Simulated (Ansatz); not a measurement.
# Ag (hcp type): the cost of one run

Computed with Ansatz 0.2.0 (DFT, PBE, PAW with Ansatz's default frozen-core files, scalar-relativistic, unless a step's input says otherwise).

**1. The starting structure**

Symmetry: P6_3/mmc, No. 194, hexagonal system. The conventional cell has a = 2.940 Å, b = 2.940 Å, c = 4.763 Å, α = 90.00°, β = 90.00°, γ = 120.00°. Around Ag (site symmetry -6m2) lie 12 Ag at 2.92 to 2.94 Å.

Structure file:

```xyz
2
Lattice="2.9401 0.0000 0.0000 -1.4701 2.5462 0.0000 0.0000 0.0000 4.7630" Properties=species:S:1:pos:R:3 pbc="T T T"
Ag    0.0000    1.6975    1.1907
Ag    1.4701    0.8487    3.5722
```

Whether this phase is the stable one at these pressures isn't tested.

Atoms are numbered in the order of the input: Ag1, Ag2.

**2. Cell relaxed at zero pressure, PAW**

input.yaml reads:

```yaml
crystal:
  lattice:
    - [2.9401015088, 0.0, 0.0]
    - [-1.4700507544, 2.5462025963, 0.0]
    - [0.0, 0.0, 4.7629644442]
  atoms:
    - { symbol: Ag, position: [0.3333333333, 0.6666666667, 0.25] }
    - { symbol: Ag, position: [0.6666666667, 0.3333333333, 0.75] }
kpoints:
  mp_grid: { grid: [15, 15, 8] }
scf:
  occupations: { method: fermi_dirac, width: 0.05 }
hamiltonian:
  xc: pbe
  pseudopotentials: { kind: paw }
output:
  forces: true
  stress: true
relax:
  f_tol: 0.005
  max_steps: 40
  cell: {}
```

Command:

```sh
$ ansatz run input.yaml --threads 1 --pin off --max-ram 2048MiB --backend cpu --events-out ev --progress --plain --runs-dir out
```

**Question.** How long does this run take on 1 thread of Intel Xeon Platinum 8488C (Sapphire Rapids), shared host, and how much memory does it need?

About 12 s, with a peak of 0.43 GiB.
